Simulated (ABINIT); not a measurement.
# GaAs (I4/mmm) in ABINIT: reference runs

How does GaAs come out in PBE? The cell is run as given.

Program: ABINIT 10.8.3 (patched build). These are calculated values, not measurements. Logs are shortened: lines on timing, memory, paths and dates and some standing lists are left out, and cuts for length are marked. The log counts tension as positive stress, the text compression.

## 1. The structure

It takes space group I4/mmm (No. 139, tetragonal). Conventional cell: a = 3.762 Å, b = 3.762 Å, c = 6.052 Å, α = 90.00°, β = 90.00°, γ = 90.00°. Around Ga (site symmetry 4/mmm) lie 6 As at 2.66 to 3.03 Å. As (site symmetry 4/mmm) is surrounded by 6 Ga at 2.66 to 3.03 Å.

The cell was built by a generator and needn't be a form met in nature.

## 2. Single point, PBE

Input file run.abi:

```
# Pseudopotentials
pp_dirpath "./"
pseudos "Ga.GGA_PBE-JTH.xml, As.GGA_PBE-JTH.xml"

# Structure
structure "poscar:POSCAR"
natom 2

# Plane-wave basis
ecut 17.0
pawecutdg 34.0
pawxcdev 0

# k points
kptopt 1
ngkpt 10 10 10
nshiftk 1
shiftk 0.0 0.0 0.0

# Exchange and correlation
ixc 11

# Bands and occupations
nband 18
occopt 3
tsmear 0.05 eV

# SCF cycle
nstep 100
tolvrs 1.0e-9

# Output
iomode 3
prtwf 0
prtden 0
prteig 0
prtebands 0
```

Input file POSCAR:

```
GaAs
1.0
   -1.8807739600      1.8807739600      3.0258508800
    1.8807739600     -1.8807739600      3.0258508800
    1.8807739600      1.8807739600     -3.0258508800
Ga As
1 1
Direct
    0.0000000000      0.0000000000      0.0000000000  Ga
    0.5000000000      0.5000000000      0.0000000000  As
```

Potentials or basis: JTH PAW PBE v2.0.

Started as:

```sh
$ abinit run.abi > log 2>&1
```

run.abo:

```text
.Version 10.8.3 of ABINIT
 Symmetries : space group I4/m m m (#139); Bravais tI (body-center tetrag.)
================================================================================
 Values of the parameters that define the memory need of the present run
     intxc =       0    ionmov =       0      iscf =      17    lmnmax =      18
     lnmax =       6     mgfft =      30  mpssoang =       3    mqgrid =    3001
     natom =       2  nloc_mem =       2    nspden =       1   nspinor =       1
    nsppol =       1      nsym =      16    n1xccc =       1    ntypat =       2
    occopt =       3   xclevel =       2
       mpw =         988          nfft =       27000          nkpt =         102
 PAW method is used; the additional fine FFT grid is defined by:
   mgfftf=        40    nfftf =     64000
================================================================================
================================================================================

--------------------------------------------------------------------------------
------------- Echo of variables that govern the present computation ------------
--------------------------------------------------------------------------------
 -outvars: echo values of preprocessed input variables --------
            acell      1.0000000000E+00  1.0000000000E+00  1.0000000000E+00 Bohr
              amu      6.97230000E+01  7.49215900E+01
             ecut      1.70000000E+01 Hartree
                       outvar_i_n : Printing only first  50 k-points.
              ixc          11
                       outvar_i_n : Printing only first  50 k-points.
         kptrlatt       10    0    0      0   10    0      0    0   10
          kptrlen      7.10829538E+01
            natom           2
            nband          18
            ngfft          30      30      30
          ngfftdg          40      40      40
             nkpt         102
            nstep         100
             nsym          16
           ntypat           2
                       prtocc : prtvol=0, do not print more k-points.
           occopt           3
        pawecutdg      3.40000000E+01 Hartree
         pawxcdev           0
           prtden           0
        prtebands           0
           prteig           0
            prtwf           0
            rprim     -3.5541476891E+00  3.5541476891E+00  5.7180294610E+00
                       3.5541476891E+00 -3.5541476891E+00  5.7180294610E+00
                       3.5541476891E+00  3.5541476891E+00 -5.7180294610E+00
          spgroup         139
           tolvrs      1.00000000E-09
           tsmear      1.83746611E-03 Hartree
            typat      1  2
           useylm           1
                       outvars : Printing only first  50 k-points.
           xangst      0.0000000000E+00  0.0000000000E+00  0.0000000000E+00
                      -6.6792755502E-18 -5.9067343251E-17  3.0258508800E+00
            xcart      0.0000000000E+00  0.0000000000E+00  0.0000000000E+00
                      -1.2622001509E-17 -1.1162110173E-16  5.7180294610E+00
             xred      0.0000000000E+00  0.0000000000E+00  0.0000000000E+00
                       5.0000000000E-01  5.0000000000E-01 -1.7478607265E-17
            znucl       31.00000   33.00000

================================================================================

 chkinp: Checking input parameters for consistency.

================================================================================
== DATASET  1 ==================================================================

--- !DatasetInfo
iteration_state: {dtset: 1, }
dimensions: {natom: 2, nkpt: 102, mband: 18, nsppol: 1, nspinor: 1, nspden: 1, mpw: 988, }
cutoff_energies: {ecut:  17.0, pawecutdg:  34.0, }
electrons: {nelect:   2.80000000E+01, charge:   0.00000000E+00, occopt:   3.00000000E+00, tsmear:   1.83746611E-03, }
meta: {optdriver: 0, ionmov: 0, optcell: 0, iscf: 17, paral_kgb: 0, }
...

 Exchange-correlation functional for the present dataset will be:
  GGA: Perdew-Burke-Ernzerhof functional - ixc=11
  J.P.Perdew, K.Burke, M.Ernzerhof, PRL 77, 3865 (1996)

 Real(R)+Recip(G) space primitive vectors, cartesian coordinates (Bohr,Bohr^-1):
 R(1)= -3.5541477  3.5541477  5.7180295  G(1)=  0.0000000  0.1406807  0.0874427
 R(2)=  3.5541477 -3.5541477  5.7180295  G(2)=  0.1406807  0.0000000  0.0874427
 R(3)=  3.5541477  3.5541477 -5.7180295  G(3)=  0.1406807  0.1406807  0.0000000
 Unit cell volume ucvol=  2.8891981E+02 bohr^3
 Angles (23,13,12)=  1.24340705E+02  1.24340705E+02  8.26329313E+01 degrees

 Coarse grid specifications (used for wave-functions):

 getcut: wavevector=  0.0000  0.0000  0.0000  ngfft=  30  30  30
         ecut(hartree)=     17.000   => boxcut(ratio)=   2.12582

 Fine grid specifications (used for densities):

 getcut: wavevector=  0.0000  0.0000  0.0000  ngfft=  40  40  40
         ecut(hartree)=     34.000   => boxcut(ratio)=   2.00248

--- Pseudopotential description ------------------------------------------------
- pspini: atom type   1  psp file is ./Ga.GGA_PBE-JTH.xml
 Pseudopotential format is: paw10
 basis_size (lnmax)=  6 (lmn_size= 18), orbitals=   0   0   1   1   2   2
 Spheres core radius: rc_sph= 2.10359248
 Shapefunction is BESSEL type: shapef(r,l)=aa(1,l)*jl(q(1,l)*r)+aa(2,l)*jl(q(2,l)*r)
 Radius for shape functions =  1.80829011
 Compensation charge density is not taken into account in XC energy/potential

- pspini: atom type   2  psp file is ./As.GGA_PBE-JTH.xml
 Pseudopotential format is: paw10
 basis_size (lnmax)=  6 (lmn_size= 18), orbitals=   0   0   1   1   2   2
 Spheres core radius: rc_sph= 2.10391912
 Shapefunction is BESSEL type: shapef(r,l)=aa(1,l)*jl(q(1,l)*r)+aa(2,l)*jl(q(2,l)*r)
 Radius for shape functions =  1.70360438
 Compensation charge density is not taken into account in XC energy/potential

   1.31748582E+03                                ecore*ucvol(ha*bohr**3)
--------------------------------------------------------------------------------

[... 7 lines left out ...]

     iter   Etot(hartree)      deltaE(h)  residm     nres2
 ETOT  1  -192.23979452226    -1.922E+02 2.185E+01 8.931E-01
 ETOT  2  -192.94443271716    -7.046E-01 2.193E-02 1.304E-01
 ETOT  3  -192.94401550105     4.172E-04 9.594E-03 2.581E-02
 ETOT  4  -192.94402208722    -6.586E-06 2.728E-03 2.627E-03
 ETOT  5  -192.94404709753    -2.501E-05 1.043E-03 8.527E-04
 ETOT  6  -192.94405003443    -2.937E-06 2.985E-04 3.131E-05
 ETOT  7  -192.94405021948    -1.851E-07 8.277E-05 4.352E-06
 ETOT  8  -192.94405028029    -6.081E-08 2.057E-05 3.404E-07
 ETOT  9  -192.94405028511    -4.819E-09 1.382E-05 3.057E-08
 ETOT 10  -192.94405028541    -2.999E-10 1.619E-05 9.980E-10

 At SCF step   10       nres2   =  9.98E-10 < tolvrs=  1.00E-09 =>converged.

 Cartesian components of stress tensor (hartree/bohr^3)
  sigma(1 1)=  5.30693051E-05  sigma(3 2)=  0.00000000E+00
  sigma(2 2)=  5.30693051E-05  sigma(3 1)=  0.00000000E+00
  sigma(3 3)=  2.49219499E-04  sigma(2 1)=  0.00000000E+00

--- !ResultsGS
iteration_state: {dtset: 1, }
comment   : Summary of ground state results
lattice_vectors:
- [ -3.5541477,   3.5541477,   5.7180295, ]
- [  3.5541477,  -3.5541477,   5.7180295, ]
- [  3.5541477,   3.5541477,  -5.7180295, ]
lattice_lengths: [   7.61313,    7.61313,    7.61313, ]
lattice_angles: [124.341, 124.341,  82.633, ] # degrees, (23, 13, 12)
lattice_volume:   2.8891981E+02
convergence: {deltae: -2.999E-10, res2:  9.980E-10, residm:  1.619E-05, diffor: null, }
etotal    :  -1.92944050E+02
entropy   :   0.00000000E+00
fermie    :   1.77952914E-01
cartesian_stress_tensor: # hartree/bohr^3
- [  5.30693051E-05,   0.00000000E+00,   0.00000000E+00, ]
- [  0.00000000E+00,   5.30693051E-05,   0.00000000E+00, ]
- [  0.00000000E+00,   0.00000000E+00,   2.49219499E-04, ]
pressure_GPa:  -3.4850E+00
xred      :
- [  0.0000E+00,   0.0000E+00,   0.0000E+00, Ga]
- [  5.0000E-01,   5.0000E-01,  -1.7479E-17, As]
cartesian_forces: # hartree/bohr
- [ -0.00000000E+00,  -0.00000000E+00,  -0.00000000E+00, ]
- [ -0.00000000E+00,  -0.00000000E+00,  -0.00000000E+00, ]
force_length_stats: {min:   0.00000000E+00, max:   0.00000000E+00, mean:   0.00000000E+00, }
...

 Integrated electronic density in atomic spheres:
 ------------------------------------------------
 Atom  Sphere_radius  Integrated_density
    1        2.10359         10.94220374
    2        2.10392         12.57894252

================================================================================

 ----iterations are completed or convergence reached----

 Mean square residual over all n,k,spin=   18.857E-09; max=  16.185E-06
 reduced coordinates (array xred) for    2 atoms
       0.000000000000      0.000000000000      0.000000000000
       0.500000000000      0.500000000000     -0.000000000000
 rms dE/dt=  0.0000E+00; max dE/dt=  0.0000E+00; dE/dt below (all hartree)
    1       0.000000000000      0.000000000000      0.000000000000
    2       0.000000000000      0.000000000000      0.000000000000

 cartesian coordinates (angstrom) at end:
    1      0.00000000000000     0.00000000000000     0.00000000000000
    2     -0.00000000000000    -0.00000000000000     3.02585088000000

 cartesian forces (hartree/bohr) at end:
    1     -0.00000000000000    -0.00000000000000    -0.00000000000000
    2     -0.00000000000000    -0.00000000000000    -0.00000000000000
 frms,max,avg= 0.0000000E+00 0.0000000E+00   0.000E+00  0.000E+00  0.000E+00 h/b

 cartesian forces (eV/Angstrom) at end:
    1     -0.00000000000000    -0.00000000000000    -0.00000000000000
    2     -0.00000000000000    -0.00000000000000    -0.00000000000000
 frms,max,avg= 0.0000000E+00 0.0000000E+00   0.000E+00  0.000E+00  0.000E+00 e/A
 length scales=  1.000000000000  1.000000000000  1.000000000000 bohr
              =  0.529177210544  0.529177210544  0.529177210544 angstroms
 Fermi (or HOMO) energy (hartree) =   0.17795   Average Vxc (hartree)=  -0.35304
 Eigenvalues (hartree) for nkpt= 102  k points:
 kpt#   1, nband= 18, wtk=  0.00100, kpt=  0.0000  0.0000  0.0000 (reduced coord)
  -1.11877   -1.11864   -1.11857   -1.11848   -1.11848   -0.36408   -0.36224   -0.36216
  -0.36216   -0.36212   -0.28067    0.15239    0.16391    0.16391    0.20776    0.36146
   0.42394    0.46345
      occupation numbers for kpt#   1
   2.00000    2.00000    2.00000    2.00000    2.00000    2.00000    2.00000    2.00000
   2.00000    2.00000    2.00000    2.00000    1.99904    1.99904    0.00000    0.00000
   0.00000    0.00000
 prteigrs : prtvol=0 or 1, do not print more k-points.

--- !EnergyTerms
iteration_state     : {dtset: 1, }
comment             : Components of total free energy in Hartree
kinetic             :  8.72892375973699E+00
hartree             :  5.59460890474995E+01
xc                  : -3.69875006116552E+00
Ewald energy        : -1.05715954821844E+02
psp_core            :  4.56003974354210E+00
local_psp           : -1.50860671650825E+02
PAW spherical_terms : -1.90341863648041E+00
internal            : -1.92943742619537E+02
'-kT*entropy'       : -3.03448862406062E-04
total_energy        : -1.92944046068399E+02
total_energy_eV     : -5.25027496142957E+03
...

--- !EnergyTermsDC
iteration_state     : {dtset: 1, }
comment             : '"Double-counting" decomposition of free energy'
band_energy         : -1.48454192395699E+01
Ewald energy        : -1.05715954821844E+02
psp_core            :  4.56003974354210E+00
xc_dc               : -5.49097681969971E+01
PAW spherical_terms : -2.20326443216809E+01
internal            : -1.92943746836550E+02
'-kT*entropy'       : -3.03448862406062E-04
total_energy_dc     : -1.92944050285413E+02
total_energy_dc_eV  : -5.25027507618034E+03
...

--- !EnergyTermsWithPAWCore
iteration_state     : {dtset: 1, }
comment             : 'Components of total free energy, including PAW core contributions'
Total energy        : -4.20501852365760E+03
Total energy DC     : -4.20501852787461E+03
Total energy (eV)   : -1.14424383218752E+05
Total energy DC (eV): -1.14424383333502E+05
...

 Cartesian components of stress tensor (hartree/bohr^3)
  sigma(1 1)=  5.30693051E-05  sigma(3 2)=  0.00000000E+00
  sigma(2 2)=  5.30693051E-05  sigma(3 1)=  0.00000000E+00
  sigma(3 3)=  2.49219499E-04  sigma(2 1)=  0.00000000E+00

-Cartesian components of stress tensor (GPa)         [Pressure= -3.4850E+00 GPa]
- sigma(1 1)=  1.56135286E+00  sigma(3 2)=  0.00000000E+00
- sigma(2 2)=  1.56135286E+00  sigma(3 1)=  0.00000000E+00
- sigma(3 3)=  7.33229079E+00  sigma(2 1)=  0.00000000E+00

== END DATASET(S) ==============================================================
================================================================================

 -outvars: echo values of variables after computation  --------
            acell      1.0000000000E+00  1.0000000000E+00  1.0000000000E+00 Bohr
           etotal     -1.9294405029E+02
            fcart     -0.0000000000E+00 -0.0000000000E+00 -0.0000000000E+00
                      -0.0000000000E+00 -0.0000000000E+00 -0.0000000000E+00
            rprim     -3.5541476891E+00  3.5541476891E+00  5.7180294610E+00
                       3.5541476891E+00 -3.5541476891E+00  5.7180294610E+00
                       3.5541476891E+00  3.5541476891E+00 -5.7180294610E+00
           strten      5.3069305067E-05  5.3069305067E-05  2.4921949858E-04
                       0.0000000000E+00  0.0000000000E+00  0.0000000000E+00
           xangst      0.0000000000E+00  0.0000000000E+00  0.0000000000E+00
                      -6.6792755502E-18 -5.9067343251E-17  3.0258508800E+00
             xred      0.0000000000E+00  0.0000000000E+00  0.0000000000E+00
                       5.0000000000E-01  5.0000000000E-01 -1.7478607265E-17
 Calculation completed.
```

Wall time 53 s (1 thread of Arm Neoverse V2, shared host); peak memory 0.14 GiB.

What came out:

| Quantity | Value |
| --- | --- |
| Free energy | -5250.2751 eV |
| Pressure | -3.5 GPa |
| Band gap on the k mesh | none (metal or under the smearing width) |
| Valence electrons inside the program's atomic spheres | Ga 10.94; As 12.58 |
